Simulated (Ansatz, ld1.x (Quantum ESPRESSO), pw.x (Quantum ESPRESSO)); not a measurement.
## W (Z = 74): one change to the TM potential, in the atom and in the diamond crystal

ld1.x (Quantum ESPRESSO) 7.5 input, shortened:

```
&input
   title='W', zed=74., rel=1, dft='PBE', iswitch=3,
   config='[Xe] 4f14 5d4 6s2 6p0'
 /
 &inputp
   pseudotype=2, tm=.true., lloc=0,
   nlcc=.true., new_core_ps=.true., rcore=2.15
 /
3
6P  2  1   0.00   0.00  3.40  3.40  0.0
5D  3  2   4.00   0.00  2.20  2.20  0.0
6S  1  0   2.00   0.00  2.35  2.35  0.0
 &test
   configts(1)='5d4 6s2 6p0'
 /
```

Change: local potential the d channel.

Cutoffs, loose and tight: the cutoffs (Ry, on a coarse ladder) from which the occupation-weighted sum of valence levels, in a spherical-Bessel basis at the reference potential, stays within 10 and 1 mRy of its value at 400 Ry. They do not see the model core or the augmentation charge, which bear on the density cutoff. Test errors are all-electron minus pseudo excitation energies from the reference, over the configurations 5d4 6s1 6p0; 5d4 6s0 6p0; 5d3 6s0 6p0; 5d5 6s0 6p0; 5d4.5 6s1.5 6p0; 5d2 6s0 6p0; 5d4 6s1.5 6p0; variants that change the core or the reference have their own tests.

Crystal test: diamond W in pw.x 7.5, no spin, 8³ k-points, Fermi–Dirac smearing 0.01 Ry, cutoffs set for each file from its atomic test. The reference is all-electron LAPW (Ansatz 0.2.0) with the same functional, mesh and smearing; V0 and B0 come from Birch–Murnaghan fits to the pressures at five volumes. Errors are pseudo minus all-electron; Δ is the rms difference of the E(V) curves that follow from these fits, minima aligned, over ±6 % about the mean V0. Mesh and smearing are coarse, so the numbers serve the comparison and aren't converged zero-temperature values; the lattice is a test structure that the element need not adopt.

All-electron: a0 = 5.834 Å (V0 = 24.82 Å³/atom), B0 = 119.3 GPa.

Question: Does the change bring the crystal closer to the all-electron result?

Answer: The mean pressure error goes from +2.27 to +27.88 GPa, so the change moves the solid further from the all-electron pressures.

```csv
quantity,base,changed
outcome (atom),generated,generated
"cutoff, loose (atom)",30 Ry,30 Ry
"cutoff, tight (atom)",35 Ry,35 Ry
bound ghosts (atom),none,"s, p"
largest test error (meV) (atom),-714,-126 over the solved tests; 1 of 7 tests not solved or not reliable
cutoffs in pw.x (Ry),50/200,50/200
a0 (Å),5.871,–
a0 error (%),+0.63,–
B0 error (%),-2.1,–
Δ (meV/atom),12.1,–
mean pressure error (GPa),+2.27,+27.88
```

A dash: not determined, or the minimum lies outside the volumes sampled.

Base: The largest radius (3.40 bohr) exceeds half the bond length (2.39 bohr), so the spheres overlap, which is one possible source of error among others. This is a poor potential for the solid. Changed file: The largest radius (3.40 bohr) exceeds half the bond length (2.39 bohr), so the spheres overlap, which is one possible source of error among others. This is a poor potential for the solid. Note: ghost states, extra bound levels that the all-electron valence spectrum of the same l lacks: s at -44.2 eV, p at -6.8 eV. A true bound ghost makes a file unfit for plane-wave use. Atomic configuration tests: 1 of 7 tests not solved or not reliable. The atomic cutoffs weigh occupied waves only.
